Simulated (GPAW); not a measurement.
TePb: single point with TB-mBJ

**The experiment to reproduce.**

From a printed reference work, monograph, for a bulk crystal of TePb at 4.2 K: band gap 0.19 eV (direct).

Crystal: TePb.

```xyz
2
Lattice="0.0000 3.2310 3.2310 3.2310 0.0000 3.2310 3.2310 3.2310 0.0000" Properties=species:S:1:pos:R:3 pbc="T T T"
Pb    0.0000    0.0000    0.0000
Te    3.2310    3.2310    3.2310
```

| Property | Result |
| --- | --- |
| Program | GPAW 26.7.0 |
| Task | single point |
| Functional | TB-mBJ |
| Potentials or basis | GPAW PAW data sets for LDA (gpaw-data 1.2.1) |
| Cutoff | 600 eV |
| Basis | pw |
| k mesh | 6 × 6 × 6 |
| Occupations | fermi-dirac, width 0.05 eV |
| Spin | no spin polarisation |
| Maxiter | 150 |

* Band gap on the k mesh: 1.06 eV, direct

Levels at points of the mesh, in eV from the valence-band top:
| k point | band 7 | band 8 | band 9 | band 10 | band 11 | band 12 | band 13 | band 14 |
| --- | --- | --- | --- | --- | --- | --- | --- | --- |
| (0.00, 0.00, 0.00) | -5.33 | -1.52 | -1.52 | -1.52 | 4.28 | 4.28 | 4.28 | 5.84 |
| (0.50, 0.50, 0.00) | -7.05 | -4.50 | -2.89 | -2.89 | 3.52 | 5.65 | 5.65 | 6.91 |
| (0.50, 0.50, 0.50) | -8.38 | -1.11 | -1.11 | 0.00 | 1.06 | 1.40 | 1.40 | 8.84 |

Wall time 47 s on 1 thread of Intel(R) Xeon(R) Platinum 8488C (Sapphire Rapids), on a shared host, peak memory 0.33 GiB.

A measured gap of TePb is 0.19 eV (direct; 4.2 K; a printed reference work, monograph); the calculated 1.06 eV misses it by +0.87 eV. Spin-orbit coupling on Pb, Te is left out. The value is that of TB-mBJ on a finite k mesh, which can miss the band edges, without temperature or zero-point motion.

Caveat: a model potential gives levels but no total energy; spin-orbit coupling is left out, which as a rule narrows the gap of such compounds by several tenths of an eV.
